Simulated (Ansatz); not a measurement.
The system is PbSe2.

```
Pb Se
1.0
    -3.23863    3.23863    3.90220
     3.23863   -3.23863    3.90220
     3.23863    3.23863   -3.90220
Pb Se
2 4
Direct
  0.75000 0.75000 0.00000
  0.25000 0.25000 0.00000
  0.12982 0.37018 0.50000
  0.87018 0.62982 0.50000
  0.37018 0.87018 0.24037
  0.62982 0.12982 0.75963
```

The cell comes from a database or a generator and needn't be the stable form of this composition.

```yaml
Program: Ansatz 0.2.0
Task: relaxation of cell and atoms
Functional: PBEsol
Dispersion: D4
Potentials_or_basis: Ansatz PAW
Cutoff: "420 eV (not typed: the program's choice for these potentials)"
k_mesh: 6 × 6 × 6
Occupations: fermi-dirac, width 0.05 eV
Spin: no spin polarisation
```

At the start: volume 27.29 Å³/atom.

Question: Where does the relaxation end?

Answer: It ends after 5 steps and the volume is 25.52 Å³/atom (-6.5 %); space group I4/mcm (No. 140, to 0.05 Å).

The path:
```
step  energy change (eV)  largest force (eV/Å)  volume (Å³)
   1              0.0000                0.1768       163.72
   2             -0.0542                0.0316       146.06
   3             -0.1223                0.0141       154.02
   4             -0.1235                0.0008       153.12
   5             -0.1224                0.0010       153.12
```

Final structure:
```
CELL_PARAMETERS angstrom
-3.16883 3.16883 3.81227
3.16883 -3.16883 3.81227
3.16883 3.16883 -3.81227
ATOMIC_POSITIONS crystal
Pb 0.75000 0.75000 0.00000
Pb 0.25000 0.25000 0.00000
Se 0.13289 0.36711 0.50000
Se 0.86711 0.63289 0.50000
Se 0.36711 0.86711 0.23421
Se 0.63289 0.13289 0.76579
```

Caveat: the plane-wave basis is chosen anew once the cell has moved, so the energies of steps on either side of that aren't comparable; pairwise dispersion overbinds metals, which lowers pressure and volume; the PAW data sets come from PBE, with cores solved anew for the run's functional, which leaves a small shift of forces and pressure.
